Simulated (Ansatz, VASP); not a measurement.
## BN (Qingsongite): VASP beside Ansatz

Wanted: the spread between two codes on one cell, functional and k mesh.

Main program and level: Ansatz 0.2.0; plane waves, with VASP 6.6.1 beside it; relaxation of cell and atoms at PBE and relaxation of cell and atoms at r2SCAN with rVV10.

## (1) The starting structure

It takes space group F-43m (No. 216, cubic). Conventional cell: a = 3.615 Å, b = 3.615 Å, c = 3.615 Å, α = 90.00°, β = 90.00°, γ = 90.00°. Nearest to B lie 4 N at 1.57 Å. N has 4 B at 1.57 Å nearest. Farther neighbours and most contacts between anions are not listed.

Structure file:

```
B N
1.0
     0.00000    1.80750    1.80750
     1.80750    0.00000    1.80750
     1.80750    1.80750    0.00000
B N
1 1
Direct
  0.00000 0.00000 0.00000
  0.25000 0.25000 0.25000
```

## (2) VASP: relaxation of cell and atoms, PBE

The relaxed volume is the usual yardstick between codes: its relative difference is about their pressure difference at one cell divided by the bulk modulus.

Lines of VASP's logs that name or quote its potential files are left out, and so is its time.

INCAR

```
SYSTEM = BN
PREC = Accurate
ENCUT = 560
EDIFF = 1E-06
NELM = 100
ISMEAR = -1
SIGMA = 0.05
LREAL = .FALSE.
ALGO = Normal
GGA = PE
NBANDS = 10
LORBIT = 11
LWAVE = .FALSE.
LCHARG = .FALSE.
KPAR = 2
IBRION = 2
NSW = 60
ISIF = 3
EDIFFG = -0.01
```

POSCAR

```
BN
1.0
    0.0000000000      1.8075000000      1.8075000000
    1.8075000000      0.0000000000      1.8075000000
    1.8075000000      1.8075000000      0.0000000000
B N
1 1
Direct
    0.0000000000      0.0000000000      0.0000000000
    0.2500000000      0.2500000000      0.2500000000
```

KPOINTS

```
Automatic mesh
0
Gamma
11 11 11
0 0 0
```

PAW data sets: B and N (PBE family, release 64).

Started as:

```
mpirun -np 2 vasp_std
```

Numbers of over 12 decimals in the logs are rounded to 6 here.

Output:

```text
[banner, memory and clock lines left out]
running    2 mpi-ranks, on    1 nodes
 distrk:  each k-point on    1 cores,    2 groups
 distr:  one band on    1 cores,    1 groups

 POSCAR found type information on POSCAR B N
 POSCAR found :  2 types and       2 ions
 LDA part: xc-table for (Slater+PW92), standard interpolation
 POSCAR, INCAR and KPOINTS ok, starting setup
 FFT: planning ... GRIDC
 FFT: planning ... GRID_SOFT
 FFT: planning ... GRID
 WAVECAR not read
 entering main loop
       N       E                     dE             d eps       ncg     rms          rms(c)
DAV:   1     0.121370737640E+02    0.12137E+02   -0.52765E+03  1144   0.844E+02
DAV:   2    -0.178477129304E+02   -0.29985E+02   -0.28781E+02  1356   0.182E+02
DAV:   3    -0.184156160474E+02   -0.56790E+00   -0.56692E+00  1328   0.222E+01
DAV:   4    -0.184163943547E+02   -0.77831E-03   -0.77824E-03  1240   0.848E-01
DAV:   5    -0.184163950515E+02   -0.69674E-06   -0.69657E-06  1266   0.274E-02    0.669E+00
DAV:   6    -0.175376503936E+02    0.87874E+00   -0.30346E+00  1260   0.112E+01    0.326E+00
DAV:   7    -0.174652786431E+02    0.72372E-01   -0.10097E-01  1224   0.281E+00    0.191E+00
DAV:   8    -0.174509250586E+02    0.14354E-01   -0.37590E-02  1252   0.151E+00    0.194E-01
DAV:   9    -0.174511241387E+02   -0.19908E-03   -0.87971E-04  1188   0.272E-01    0.801E-02
DAV:  10    -0.174512048998E+02   -0.80761E-04   -0.11875E-04  1214   0.103E-01    0.149E-02
DAV:  11    -0.174512099951E+02   -0.50954E-05   -0.96986E-06  1324   0.269E-02    0.101E-02
DAV:  12    -0.174512099687E+02    0.26485E-07   -0.17669E-06   716   0.101E-02
   1 F= -.17451210E+02 E0= -.17451210E+02  d E =-.174512E+02
 curvature:   0.00 expect dE= 0.000E+00 dE for cont linesearch  0.000E+00
 trial: gam= 0.00000 g(F)=  0.453E-47 g(S)=  0.393E-02 ort = 0.000E+00 (trialstep = 0.100E+01)
 search vector abs. value=  0.393E-02
 bond charge predicted
       N       E                     dE             d eps       ncg     rms          rms(c)
DAV:   1    -0.174558567098E+02   -0.46467E-02   -0.13553E-01  1190   0.316E+00    0.495E-01
DAV:   2    -0.174514410909E+02    0.44156E-02   -0.18883E-02  1250   0.949E-01    0.135E-01
DAV:   3    -0.174512472866E+02    0.19380E-03   -0.56839E-04  1178   0.215E-01    0.548E-02
DAV:   4    -0.174511796282E+02    0.67658E-04   -0.80270E-05  1244   0.719E-02    0.152E-02
DAV:   5    -0.174511777605E+02    0.18678E-05   -0.45023E-06  1196   0.157E-02    0.933E-03
DAV:   6    -0.174511772890E+02    0.47142E-06   -0.19289E-07   602   0.519E-03
   2 F= -.17451177E+02 E0= -.17451177E+02  d E =0.326796E-04
 trial-energy change:    0.000033  1 .order    0.000004   -0.003935    0.003942
 step:   0.4940(harm=  0.4995)  dis= 0.00000  next Energy=   -17.452178 (dE=-0.968E-03)
 bond charge predicted
       N       E                     dE             d eps       ncg     rms          rms(c)
DAV:   1    -0.174533637563E+02   -0.21860E-02   -0.34844E-02  1192   0.161E+00    0.251E-01
DAV:   2    -0.174522382314E+02    0.11255E-02   -0.47595E-03  1238   0.479E-01    0.693E-02
DAV:   3    -0.174521890049E+02    0.49226E-04   -0.14967E-04  1184   0.110E-01    0.279E-02
DAV:   4    -0.174521731124E+02    0.15893E-04   -0.20387E-05  1240   0.364E-02    0.780E-03
DAV:   5    -0.174521730358E+02    0.76549E-07   -0.11174E-06   660   0.800E-03
   3 F= -.17452173E+02 E0= -.17452173E+02  d E =-.963067E-03
 curvature:  -0.25 expect dE=-0.177E-07 dE for cont linesearch -0.177E-07
 trial: gam=-0.00422 g(F)=  0.776E-47 g(S)=  0.708E-07 ort = 0.167E-04 (trialstep = 0.899E+00)
 search vector abs. value=  0.101E-09
 reached required accuracy - stopping structural energy minimisation
```

OUTCAR, selected parts (step 2):

```text
ion  position               nearest neighbor table
   1  0.000  0.000  0.000-   2 1.57   2 1.57   2 1.57   2 1.57
   2  0.250  0.250  0.250-   1 1.57   1 1.57   1 1.57   1 1.57

  LATTYP: Found a face centered cubic cell.
 ALAT       =     3.6150000000

 Subroutine GETGRP returns: Found 24 space group operations
 (whereof 24 operations were pure point group operations)

The static configuration has the point symmetry T_d .

 Found     56 irreducible k-points:

   k-points           NKPTS =     56   k-points in BZ     NKDIM =     56   number of bands    NBANDS=     10

   dimension x,y,z NGX =    20 NGY =   20 NGZ =   20
   dimension x,y,z NGXF=    40 NGYF=   40 NGZF=   40

   ENCUT  =  560.0 eV  41.16 Ry    6.42 a.u.   4.93  4.93  4.93*2*pi/ulx,y,z

   NELECT =       8.0000    total number of electrons

 k-points in reciprocal lattice and weights: Automatic mesh
   0.00000000  0.00000000  0.00000000       0.001
   0.09090909  0.00000000  0.00000000       0.006
   0.18181818  0.00000000  0.00000000       0.006
   0.27272727  0.00000000  0.00000000       0.006
   0.36363636  0.00000000  0.00000000       0.006
   0.45454545  0.00000000  0.00000000       0.006
   0.09090909  0.09090909  0.00000000       0.005
   0.18181818  0.09090909  0.00000000       0.018
   0.27272727  0.09090909  0.00000000       0.018
[...]
-0.36363636  0.45454545  0.18181818       0.018
  -0.27272727  0.45454545  0.18181818       0.018

 average (electrostatic) potential at core
       1 -24.5890       2 -60.4911

 E-fermi :   8.2622

 k-point     1 :       0.0000    0.0000    0.0000
  band No.  band energies     occupation
      1     -12.8358      2.00000
      2       7.3005      2.00000
      3       7.3005      2.00000
      4       7.3005      2.00000
      5      16.0809      0.00000
      6      16.0809      0.00000
      7      16.0809      0.00000
      8      17.5151      0.00000
      9      31.8969      0.00000
    ...

 k-point     2 :       0.0909    0.0000    0.0000
  band No.  band energies     occupation
      1     -12.6361      2.00000
      2       6.2367      2.00000
      3       7.0897      2.00000
      4       7.0897      2.00000
      5      16.3053      0.00000
      6      16.4003      0.00000
      7      16.4003      0.00000
      8      18.1869      0.00000
      9      31.6757      0.00000
    ...

 k-point     3 :       0.1818    0.0000    0.0000
  band No.  band energies     occupation
      1     -12.0465      2.00000
      2       3.8704      2.00000
      3       6.5939      2.00000
      4       6.5939      2.00000
      5      16.6258      0.00000
      6      17.1071      0.00000
      7      17.1071      0.00000
      8      19.6818      0.00000
      9      31.0618      0.00000
    ...

  Total        0.0009890      0.0009890      0.0009890     -0.0000000     -0.0000000      0.0000000
  in kB        0.1330562      0.1330562      0.1330562     -0.0000000     -0.0000000      0.0000000
  external PRESSURE =       0.1330562 kB  Pullay stress =       0.0000000 kB

  energy-cutoff  :      560.00
  volume of cell :       11.91
      direct lattice vectors                 reciprocal lattice vectors
    -0.000000000  1.812522483  1.812522483    -0.275858647  0.275858647  0.275858647
     1.812522483 -0.000000000  1.812522483     0.275858647 -0.275858647  0.275858647
     1.812522483  1.812522483  0.000000000     0.275858647  0.275858647 -0.275858647

 POSITION                                       TOTAL-FORCE (eV/Angst)
 -----------------------------------------------------------------------------------
      0.00000      0.00000      0.00000        -0.000000     -0.000000     -0.000000
      0.90626      0.90626      0.90626         0.000000      0.000000      0.000000
 -----------------------------------------------------------------------------------
    total drift:                                0.000000      0.000000      0.000000

  FREE ENERGIE OF THE ION-ELECTRON SYSTEM (eV)
  ---------------------------------------------------
  free  energy   TOTEN  =       -17.4521730358 eV

  energy  without entropy=      -17.4521730358  energy(sigma->0) =      -17.45217304

 reached required accuracy - stopping structural energy minimisation

 total charge
# of ion       s       p       d       tot
------------------------------------------
    1        0.675   1.349   0.000   2.024
    2        1.211   2.752   0.000   3.963
--------------------------------------------------
tot          1.886   4.101   0.000   5.987

[... 3 further parts left out ...]
```

CONTCAR:

```
BN
   1.00000000000000
    -0.0000000000000000    1.8125224830602331    1.8125224830602331
     1.8125224830602331   -0.0000000000000000    1.8125224830602331
     1.8125224830602331    1.8125224830602331    0.0000000000000000
  B               N
     1     1
Direct
     0.0000000000000000    0.0000000000000000    0.0000000000000000
     0.2500000000000000    0.2500000000000000    0.2500000000000000
```

## (3) Ansatz: relaxation of cell and atoms, PBE

Ansatz runs on its default PAW (the set named soft_2) files.

The same cell, functional, mesh and smearing now go to Ansatz, which takes its cutoff from its data sets.

input.yaml

```yaml
crystal:
  lattice:
    - [0.0, 1.8075, 1.8075]
    - [1.8075, 0.0, 1.8075]
    - [1.8075, 1.8075, 0.0]
  atoms:
    - { symbol: B, position: [0.0, 0.0, 0.0] }
    - { symbol: "N", position: [0.25, 0.25, 0.25] }
hamiltonian:
  xc: pbe
  pseudopotentials: { kind: paw }
kpoints:
  mp_grid: { grid: [11, 11, 11] }
scf:
  occupations: { method: fermi_dirac, width: 0.05 }
relax:
  f_tol: 0.01
  max_steps: 60
  cell: { stress_tol: 0.05 }
output:
  forces: true
  stress: true
```

Started as:

```
ansatz run input.yaml --threads 4 --pin off --max-ram 9216MiB --backend cpu --events-out ev --progress --plain --runs-dir out
```

Output:

```text
Engine: ansatz 0.2.0, aarch64-unknown-linux-gnu
Pseudopotentials: kind: paw
Pseudopotential: B, paw, valence charge 3, recommended cutoff 420 eV (normal), B.paw.azcp
Pseudopotential: N, paw, valence charge 5, recommended cutoff 420 eV (normal), N.paw.azcp
Functional definition: PBE
  parameter kappa = 0.804
  parameter beta = 0.066725
  exchange = pbe_x(kappa = kappa, mu = beta*pi^2/3)
  correlation = pbe_c(beta = beta)
Crystal: 2 atoms, lattice volume = 11.810 Å³
Basis set: ecut = 420 eV, 259 PW (Γ), exchange–correlation on 36×36×36 points (8 copies of the dense FFT grid, shifted against one another)
Bands: 8, of which v1, the nominal top of the filled ones, is band 4 counted from 1 (3 counted from 0)
Symmetry: 24 space group operations
Space group: F-43m (ITA 216), of the structure as read, at distance tolerance 2.3e-5 Å
k-points: 56 of 1331 (time reversal used)
Non-local potential: B, projectors of the file, l = 0: 2, l = 1: 2, l = 2: 1
Non-local potential: N, projectors of the file, l = 0: 2, l = 1: 2, l = 2: 1
PAW form: soft (Blöchl's): semilocal exchange-correlation on the pseudo side does not see the compensation charge
PAW one-centre angular grid: B, 110 points (default); XC on 64 Gauss nodes
PAW one-centre angular grid: N, 110 points (default); XC on 64 Gauss nodes
Initial density: superposition of atomic densities (neutral atoms: chi_scale 0, normalization atom), corrected by the library's trained network
Initial wavefunctions: pseudopotential atomic-orbital guess
Functional: x = pbe(κ = 0.804, μ = 0.219515), c = pbe(β = 0.066725)
SCF iter   1: F=—  HF=-542.274699 eV  |F-HF|=—  |Δ(HF+E_count)|=         —  Δρ=1.54e-3  dr2=1.39e-4  ethr=1.77e-3  ⟨swp⟩=4.4  Hψ=2851  notcnv=0
preconditioner: auto → none  [insulator: Δε(μ)=4.578 eV  Ē_g=20.012 eV  σ=0.050 eV  W_gap=1.00  n_scr=0 (ndim 8)  ℏωp=30.6 eV  f_vac=0.000  D(μ)=0.00/eV (n_scr^D=0)  ε∞_Penn≈3.3]
SCF iter   2: F=—  HF=-542.274851 eV  |F-HF|=—  |Δ(HF+E_count)|=   1.53e-4  Δρ=8.16e-4  dr2=2.18e-5  ethr=1.74e-6  ⟨swp⟩=2.1  Hψ=1119  notcnv=0
SCF iter   3: F=—  HF=-542.274901 eV  |F-HF|=—  |Δ(HF+E_count)|=   4.92e-5  Δρ=3.53e-4  dr2=5.33e-6  ethr=2.72e-7  ⟨swp⟩=2.2  Hψ=648  notcnv=0
iter 4 did not close the SCF: its close was put off for the readings that it lacked (scf_convergence_deferred on its scf_iter line)
SCF iter   4: F=-542.274914 eV  HF=-542.274914 eV  |F-HF|=1.65e-8  |Δ(HF+E_count)|=   1.38e-5  Δρ=2.36e-5  dr2=1.89e-8  ethr=6.67e-8  ⟨swp⟩=2.3  Hψ=653  notcnv=0
iter 5 did not close the SCF: its close was put off for the readings that it lacked (scf_convergence_deferred on its scf_iter line)
SCF iter   5: F=-542.274914 eV  HF=-542.274914 eV  |F-HF|=4.69e-9  |Δ(HF+E_count)|=   1.57e-8  Δρ=9.21e-6  dr2=2.49e-9  ethr=2.36e-10  ⟨swp⟩=1.7  Hψ=508  notcnv=0
SCF iter   6: F=-542.274914 eV  HF=-542.274914 eV  |F-HF|=4.43e-12  |Δ(HF+E_count)|=   5.22e-9  Δρ=7.98e-7  dr2=2.48e-11  ethr=3.11e-11  ⟨swp⟩=1.5  Hψ=1348  notcnv=0
SCF 1 converged in 6 iterations: F = -542.274914 eV  dr2 = 2.48e-11
  greatest PAW one-centre occupation: 0.787 electrons in one spin orbital (limit 2), on the N atom at site 1 (counted from 0), in its partial waves of l = 0
relax step   1: F+E_penalty+E_count = -542.27491434 eV  Δ(F+E_penalty+E_count) = +0.000e0 eV  max|allowed force component| = 3.886e-16 eV/Å  Δτ_max = 0.0000 Å  P = +3.028 GPa  Ω = 11.810 Å³  (6 SCF iters, dr2 threshold 1.00e-7 eV, accepted)
[...]
relax step   2: F+E_penalty+E_count = -542.27527280 eV  Δ(F+E_penalty+E_count) = -3.585e-4 eV  max|allowed force component| = 1.532e-16 eV/Å  Δτ_max = 0.0000 Å  P = +1.247 GPa  Ω = 11.864 Å³  energy of the carried Pulay correction = -3.600e-4 eV  (4 SCF iters, dr2 threshold 2.00e-7 eV, accepted)
[...]
relax step   3: F+E_penalty+E_count = -542.27516951 eV  Δ(F+E_penalty+E_count) = +1.033e-4 eV  max|allowed force component| = 1.532e-16 eV/Å  Δτ_max = 0.0000 Å  P = +0.014 GPa  Ω = 11.902 Å³  energy of the carried Pulay correction = -6.131e-4 eV  (4 SCF iters, dr2 threshold 2.00e-7 eV, accepted)
[...]
relax step   4: F+E_penalty+E_count = -542.27594316 eV  Δ(F+E_penalty+E_count) = -7.736e-4 eV  max|allowed force component| = 1.498e-16 eV/Å  Δτ_max = 0.0000 Å  P = +0.105 GPa  Ω = 11.902 Å³  stress off target by 1.05e-1 GPa  SCF on the basis re-selected at this cell (its energy is not comparable with the rows above)  (5 SCF iters)
[...]
relax step   5: F+E_penalty+E_count = -542.27592294 eV  Δ(F+E_penalty+E_count) = +2.022e-5 eV  max|allowed force component| = 1.538e-16 eV/Å  Δτ_max = 0.0000 Å  P = +0.003 GPa  Ω = 11.906 Å³  energy of the carried Pulay correction = -2.130e-5 eV  (3 SCF iters, dr2 threshold 2.75e-8 eV, accepted)
[...]
relax step   6: F+E_penalty+E_count = -542.27592294 eV  Δ(F+E_penalty+E_count) = -1.301e-9 eV  max|allowed force component| = 1.966e-16 eV/Å  Δτ_max = 0.0000 Å  P = +0.003 GPa  Ω = 11.906 Å³  stress off target by 2.95e-3 GPa  SCF on the basis re-selected at this cell (its energy is not comparable with the rows above)  (4 SCF iters)
basis re-selected at this cell: Δ(F+E_penalty+E_count) = -1.301e-9 eV, ΔP = +0.000 GPa vs the last step (what re-selecting the basis moved, of the pressure what is left beyond the Pulay correction that the steps carried, after the strain that the cell walked since its last selection, with what the two solves' SCF thresholds leave and, on support functions, any second-order correction that the steps lacked; it is no m [...]
SCF converged after 4 iterations
Free energy (F): -542.275923 eV
Harris-Foulkes:  -542.275923 eV  (|F-HF|=2.84e-12)
Internal energy: -542.275923 eV  (E = F + TS)
E sigma→0 (E₀):  -542.275923 eV
Fermi energy:    13.319525 eV
--- Per-component energies (eV) ---
  E_band       = 25.734889
  E_kinetic    = 185.141689
  E_local      = -176.090106  (includes V_loc(G=0)·N_el)
  E_nonlocal   = 56.517693
  E_hartree    = 49.316814
  E_xc         = -93.329704
  E_vxc        = -116.076855  (∫ρ·V_xc dr)
  E_paw        = -206.405233  (= ΣΔE_a)
  E_vpaw       = -22.391266  (= ΣTr[D̂ρ^β])
  E_aug_tail   = 0.000103  (compensation charges beyond the density's cutoff)
  E_ewald      = -357.427179
  E_smearing   = -0.000000  (= −TS)
  E_closure    = -0.000000  (closes the sum)
  Σ components = -542.275923   (vs F -542.275923, Δ=0.00e0)
--- Forces (eV/Å), atoms counted from 1 ---
  atom   1  B      0.00000000    -0.00000000    -0.00000000
  atom   2  N     -0.00000000    -0.00000000    -0.00000000
  max |Σ_I F_I| component: 4.21e-16 eV/Å
--- Stress (GPa, compression-positive) ---
        0.002950       0.000000       0.000000
        0.000000       0.002950       0.000000
        0.000000       0.000000       0.002950
  P = ⅓ Tr σ = 0.0030 GPa (0.030 kbar)
--- Relaxed structure (4 steps of the walk, 4 accepted, 2 SCFs on fresh bases) ---
  F+E_penalty+E_count = -542.27592294 eV   max|allowed force component| = 1.966e-16 eV/Å   (the final SCF, on the basis selected at the relaxed cell)
  cell:  # Å, volume = 11.9056 Å³
    - [0, 1.812342, 1.812342]
    - [1.812342, 0, 1.812342]
    - [1.812342, 1.812342, 0]
  atoms:
    - { symbol: B, position: [0, 0, 0] }
    - { symbol: N, position: [0.250000, 0.250000, 0.250000] }
```

Wall time 1.4 s (4 threads of Arm Neoverse V1, shared host); peak memory 0.27 GiB; 4.3 s of CPU time.

## (4) Comparison

Known differences besides the potentials themselves: both relaxations stop at a tolerance, which leaves soft axes loose, and VASP keeps its plane-wave basis; the cutoff is 420 eV in Ansatz and 560 eV in VASP; VASP leaves aspherical gradient terms in its spheres out (LASPH is not set), Ansatz keeps them; Ansatz adds a Pulay correction to the stress that steers its cell, VASP none. Total energies have different zeros and are not compared.

Both answers:

```
                                         quantity  Ansatz   VASP  difference
                                      volume (Å³)   11.91  11.91     -0.03 %
edge a after relaxation, in the typed setting (Å)   2.563  2.563     -0.01 %
```

The walks stopped with 0.00 GPa left in Ansatz and 0.01 GPa in VASP; each walk ends within a tolerance, so the volume difference is uncertain by about these residues over the bulk modulus, most in soft cells.

(Part 1 of 2 ends here.)

[Lines on the potential files, build, host, timing and source positions are cut from VASP's logs without a mark.]

[Logs are printed without paths, hosts, clocks, repeated set-up lines and the standing remarks that a program may print on its own settings, such as how far it seeks lower states.]

[Hosts, paths, dates, database ids (printed as entryN), source tags and the programs' standing remarks are cut or masked in the printed files.]
